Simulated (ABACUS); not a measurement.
Runs of ABACUS 3.10.1 on TePb. Symmetry: Fm-3m, No. 225, cubic system. The conventional cell has a = 6.462 Å, b = 6.462 Å, c = 6.462 Å, α = 90.00°, β = 90.00°, γ = 90.00°. Pb (site symmetry m-3m) has 6 Te at 3.23 Å as nearest neighbours. Te (site symmetry m-3m) has 6 Pb at 3.23 Å as nearest neighbours. 

| task | level | potentials or basis | cell | k mesh | cutoff (eV) | max steps of the relaxation | force threshold | optimiser | stress threshold | symmetry key | mesh quality | gap on the mesh (eV) | pressure (GPa) | relaxed volume (Å³/atom) |
| --- | --- | --- | --- | --- | --- | --- | --- | --- | --- | --- | --- | --- | --- | --- |
| relaxation of cell and atoms | r2SCAN | SG15 ONCV 1.2 PBE, plane waves | relaxed | 4 × 4 × 4 | 1306 | 60 | 0.02 eV/Å | cg | 1 kbar | 1 | coarse | 1.14 | 0.0 | (c) |
| single point | r2SCAN | SG15 ONCV 1.2 PBE, plane waves | as given | 4 × 4 × 4 | 1306 | - | - | - | - | 1 | coarse | 1.13 | (a) | - |
| single point | SCAN | SG15 ONCV 1.2 PBE, plane waves | as given | 4 × 4 × 4 | 1306 | - | - | - | - | 1 | coarse | 0.91 | -0.4 | - |
| single point | rPW86PBE | GBRV ultrasoft 1.5 PBE, plane waves | as given | 6 × 6 × 6 | 544 | - | - | - | - | 1 | not flagged | (d) | 4.8 | - |
| relaxation of cell and atoms | rPW86PBE | GBRV ultrasoft 1.5 PBE, plane waves | relaxed | 6 × 6 × 6 | 544 | 60 | 0.005 eV/Å | cg | 1 kbar | 1 | not flagged | 0.87 | 0.0 | 37.48 |
| relaxation of cell and atoms | rSCAN | SG15 ONCV 1.2 PBE, plane waves | relaxed | 4 × 4 × 4 | 1306 | - | 0.03 eV/Å | ASE BFGSLineSearch | - | 1 | coarse | 1.12 | 0.0 | (b) |

Alike in all rows: no spin polarisation; smearing fermi-dirac 0.05 eV.

Question: Estimate the missing entries.

Answer: (a) 0.3; (b) 34.06; (c) 33.95; (d) 0.69.

Caveats: some runs use coarse meshes; the potentials were made for another functional, which shifts forces and pressure; spin-orbit coupling is left out, which as a rule narrows the gap of such compounds by several tenths of an eV; the volume moved by +11 % from the deposited cell, more than functionals usually miss (some runs).

A k mesh can miss the band edges, and the runs leave out spin-orbit coupling on Pb, Te.

The runs don't all hold the same shells in valence.

Runs at the PBE level aren't shown here.
